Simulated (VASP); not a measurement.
Input of a VASP 6.6.1 run:

Contents of POSCAR:

```
Cu3N
1.0
    3.8147060000      0.0000000000      0.0000000000
    0.0000000000      3.8147060000      0.0000000000
    0.0000000000      0.0000000000      3.8147060000
Cu N
3 1
Direct
    0.0000000000      0.0000000000      0.5000000000
    0.0000000000      0.5000000000      0.0000000000
    0.5000000000      0.0000000000      0.0000000000
    0.0000000000      0.0000000000      0.0000000000
```

Contents of INCAR.step1:

```
ALGO = Normal
EDIFF = 1E-4
ENCUT = 520
GGA = PE
ISMEAR = -1
LASPH = T
LCHARG = F
LREAL = F
LWAVE = T
NBANDS = 27
NELM = 100
PREC = Accurate
SIGMA = 0.08
```

File INCAR.step2:

```
ALGO = Normal
EDIFF = 1E-8
ENCUT = 520
ISIF = 2
ISMEAR = -1
ISTART = 1
LASPH = T
LCHARG = F
LEFG = T
LMIXTAU = T
LREAL = F
LWAVE = F
METAGGA = R2SCAN
NBANDS = 27
NELM = 100
PREC = Accurate
SIGMA = 0.08
```

File KPOINTS:

```
k-points
0
Gamma
  11 11 11
```

Potentials or basis: VASP PAW PBE potentials, release 64 (Cu, N).

Launch:

```bash
$ cat potpaw_PBE.64/Cu/POTCAR potpaw_PBE.64/N/POTCAR > POTCAR
$ cp INCAR.step1 INCAR
$ mpirun -np 1 vasp_std > vasp.out
$ cp INCAR.step2 INCAR
$ mpirun -np 1 vasp_std > vasp.out
```

(1) Estimate the band gap on the k mesh.

(2) Predict the pressure.

## Answers

(1) 0.69 eV, indirect (least direct gap 1.18 eV).

(2) -2.0 GPa.

Caveat: the PAW data sets were made with another functional, which shifts forces and pressure a little; an odd mesh through Γ misses points on the zone boundary, where band edges often lie.
